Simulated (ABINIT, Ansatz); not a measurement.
# GaN (P6_3mc): G0W0 with ABINIT, start to end, part 3 of 3

Aim: the G0W0 gap of GaN (P6_3mc) on PBE, step by step.

ABINIT 10.8.3; PBE and many-body steps on it, plane waves. Known limits of the many-body steps: not at the basis limit; no spin-orbit coupling.

So far. Step 4 (Empty states on the mesh, 6×6×4 mesh, 444 bands): On this mesh the gap is 1.919 eV. Step 5 (Screening, 6×6×4 mesh, 436 bands, screening to 326.5 eV): Local fields lower ε∞ by 7 %.

The database entry behind the starting cell has ideal inner coordinates that were not refined, so it need not match the best structure at ambient conditions.

### Step 6. Self-energy, 6×6×4 mesh, 436 bands, screening to 326.5 eV

The self-energy is evaluated for the states that the input lists, and the levels follow from it, in one-shot runs by the linearised quasiparticle equation.

This step: G0W0 on PBE, plane waves, norm-conserving pseudopotentials.

run.abi reads:

```
acell 3*1.0 Angstrom
rprim 
  3.190000000016 -0.000000000004 0.000000000000
  -1.595000000005 2.762621038088 0.000000000000
  0.000000000000 0.000000000000 5.189000000000
ntypat 2
znucl 31 7
natom 4
typat 1 1 2 2
xred 
  0.666666666667 0.333333333333 0.000000000000
  0.333333333333 0.666666666667 0.500000000000
  0.666666666667 0.333333333333 0.375000000000
  0.333333333333 0.666666666667 0.875000000000
pp_dirpath "pseudos"
pseudos "Ga.upf, N.upf"
ecut 45
ngkpt 6 6 4
nshiftk 1
shiftk 0 0 0
kptopt 1
chksymbreak 0
istwfk *1
occopt 1
irdwfk 1
optdriver 4
nband 436
gwcalctyp 0
ecutsigx 45
symsigma 1
nkptgw 1
kptgw 
  0.0000000000 0.0000000000 0.0000000000
bdgw 
  25 28
ecuteps 12
irdscr 1
ppmodel 1
indata_prefix "in"
outdata_prefix "out"
tmpdata_prefix "tmp"
```

Command:

```bash
$ OMP_NUM_THREADS=1 mpirun -n 16 abinit run.abi > log
```

Numbers of over 12 decimals in the logs are rounded to 6 here.

The program printed:

```text
.Version 10.8.3 of ABINIT. v10.8.2 released Aug 2026.

 Symmetries : space group P6_3 m c (#186); Bravais hP (primitive hexag.)
[... echo of the input left out ...]
== DATASET  1 ==================================================================
-   mpi_nproc: 16, omp_nthreads: 1 (-1 if OMP is not activated)

--- !DatasetInfo
iteration_state: {dtset: 1, }
dimensions: {natom: 4, nkpt: 21, mband: 436, nsppol: 1, nspinor: 1, nspden: 1, mpw: 4506, }
cutoff_energies: {ecut:  45.0, pawecutdg:  -1.0, }
electrons: {nelect:   5.20000000E+01, charge:   0.00000000E+00, occopt:   1.00000000E+00, tsmear:   1.00000000E-02, }

 SIGMA: Calculation of the GW corrections

 Based on a program developped by R.W. Godby, V. Olevano, G. Onida, and L. Reining.
 Incorporated in ABINIT by V. Olevano, G.-M. Rignanese, and M. Torrent.
.Using double precision arithmetic ; gwpc =  8

[... cell and pseudopotentials left out ...]
--------------------------------------------------------------------------------

 ==== K-mesh for the wavefunctions ====
 Number of points in the irreducible wedge :    21
[... list of points left out ...]
 Together with 12 symmetry operations and time-reversal symmetry
 yields   144 points in the full Brillouin Zone.

 ==== Q-mesh for screening function ====
 Number of points in the irreducible wedge :    21
[... list of points left out ...]
 Together with 12 symmetry operations and time-reversal symmetry
 yields   144 points in the full Brillouin Zone.

 vcoul_init : cutoff-mode = AUXILIARY_FUNCTION
 q-points for optical limit:   1
     1)      0.000010    0.000020    0.000030
 setmesh: FFT mesh size selected  =    32x   32x   60
          total number of points  =        61440

 Number of electrons calculated from density =   52.0000; Expected =   52.0000
 average of density, n =  0.168504
 r_s =    1.1231
 omega_plasma =   39.5969 [eV]

 === KS Band Gaps ===
  >>>> For spin  1
   Minimum direct gap =   1.9190 [eV], located at k-point      :   0.0000  0.0000  0.0000
   Fundamental gap    =   1.9190 [eV], Top of valence bands at :   0.0000  0.0000  0.0000
                                       Bottom of conduction at :   0.0000  0.0000  0.0000
 SIGMA fundamental parameters:
 PLASMON POLE MODEL  1
 number of plane-waves for SigmaX                 4427
 number of plane-waves for SigmaC and W            615
 number of plane-waves for wavefunctions          4427
 number of bands                                   436
 number of independent spin polarizations            1
 number of spinorial components                      1
 number of k-points in IBZ                          21
 number of q-points in IBZ                          21
 number of symmetry operations                      12
 number of k-points in BZ                          144
 number of q-points in BZ                          144
 number of frequencies for dSigma/dE                 9
 frequency step for dSigma/dE [eV]                0.25
 number of omega for Sigma on real axis              0
 max omega for Sigma on real axis  [eV]           0.00
 zcut for avoiding poles [eV]                     0.10

 EPSILON^-1 parameters (SCR file):
 dimension of the eps^-1 matrix on file            615
 dimension of the eps^-1 matrix used               615
 number of plane-waves for wavefunctions          4427
 number of bands                                   436
 number of q-points in IBZ                          21
 number of frequencies                               2
 number of real frequencies                          1
 number of imag frequencies                          1

 matrix elements of self-energy operator (all in [eV])

 Perturbative Calculation

--- !SelfEnergy_ee
iteration_state: {dtset: 1, }
kpoint     : [   0.000,    0.000,    0.000, ]
spin       : 1
KS_gap     :    1.919
QP_gap     :    2.823
Delta_QP_KS:    0.904
data: !SigmaeeData |
     Band     E0 <VxcDFT>   SigX SigC(E0)      Z dSigC/dE  Sig(E)    E-E0       E
       25   6.903 -19.060 -22.515   2.510   0.796  -0.256 -19.812  -0.752   6.151
       26   6.903 -19.060 -22.515   2.510   0.796  -0.256 -19.812  -0.752   6.151
       27   8.822 -14.199 -10.152  -3.863   0.824  -0.214 -14.048   0.152   8.973
       28  11.172 -13.976  -9.010  -4.603   0.835  -0.198 -13.673   0.303  11.475

== END DATASET(S) ==============================================================
================================================================================

 -outvars: echo values of variables after computation  --------
           etotal      0.0000000000E+00
            nband         436
             nkpt          21
          spgroup         186
 [... the other variables as echoed above ...]

 Calculation completed.
```

It took 46 s on 16 MPI ranks of Arm Neoverse V1, shared host; peak memory 14 GiB.

This step gave:

```yaml
g0w0_gap_on_the_points_computed: 2.822 eV
starting_gap_on_the_mesh: 1.919 eV
k_of_the_valence_top: 0, 0, 0
k_of_the_conduction_bottom: 0, 0, 0
z_at_the_valence_top: 0.796
z_at_the_conduction_bottom: 0.824
least_direct_g0w0_gap_on_the_computed_points: 2.822 eV
```

The gap on the mesh goes from 1.92 eV to 2.82 eV, a correction of +0.90 eV.

Limits: finite bands, cutoff and mesh; no spin-orbit coupling. v1 is the top filled band, c1 the lowest empty one. Levels before and after the correction, in eV, zero at the valence-band top of each column:

|  | conduction bottom | valence top |
| --- | --- | --- |
| Kohn-Sham | 1.92 | 0.00 |
| G0W0 | 2.82 | 0.00 |

|  | level | energy (eV) |
| --- | --- | --- |
| Kohn-Sham | Γ v2-v1 | 0.000 |
| Kohn-Sham | Γ c1 | 1.919 |
| Kohn-Sham | Γ c2 | 4.269 |
| G0W0 | Γ v2-v1 | 0.000 |
| G0W0 | Γ c1 | 2.822 |
| G0W0 | Γ c2 | 5.324 |

### Step 7. Where the time went

Times are wall times on 16 MPI ranks of Arm Neoverse V1, shared host, good to a factor of about two.

| step | time | share | memory (GiB) |
| --- | --- | --- | --- |
| ground state | 17 s | 1 % | 1.2 |
| bands along the symmetry lines | 17 s | 1 % | 1.1 |
| empty states on the mesh | 2.3 min | 6 % | 18 |
| screening | 34 min | 90 % | 12 |
| self-energy | 46 s | 2 % | 14 |

### Step 8. What came out

- PBE gap: 1.92 eV, direct
- G0W0 gap on the mesh: 2.82 eV
- GW settings: 6×6×4 mesh, 436 bands, screening to 326.5 eV, Godby-Needs plasmon pole
- known limits: not at the basis limit; no spin-orbit coupling

What this shows: G0W0 moves the gap on the mesh from 1.92 eV to 2.82 eV (+0.90 eV), with Z of 0.80 and 0.82 at the edges. Local fields lower the RPA ε∞ on this mesh from 6.32 to 5.87. Only 1 of the mesh's irreducible points was corrected, so a valley elsewhere could overtake. The dearest step here is «screening». Bands and cutoff are finite, so the gap is not at the basis limit. The miss can reach some tenths of an eV and take either sign; the mesh is an error of its own. In the G0W0 run levels were corrected at 1 k point alone, so a gap called «on the mesh» is the least over those, and an edge elsewhere would be missed. The many-body steps are scalar-relativistic: spin-orbit coupling is not in them.

[Paths, hosts, dates, memory and timing lines, banners, echoed tables and standing remarks are left out of the program output.]

[Logs are printed without paths, hosts, clocks, repeated set-up lines and the standing remarks that a program may print on its own settings, such as how far it seeks lower states.]

[Runs of the session that timed out or met a known fault of the program may be left out.]

[Hosts, paths, dates, database ids (printed as entryN), source tags and the programs' standing remarks are cut or masked in the printed files.]

[G0W0 gaps are taken among the corrected bands and points alone; a level outside them can change the order at an edge.]

[Where Ansatz stands beside ABINIT at settings called matched, ABINIT's density can come from a denser mesh and the files from another edition; pairs whose starting gaps differed by over 0.03 eV were left out, so agreement reads better than it is.]
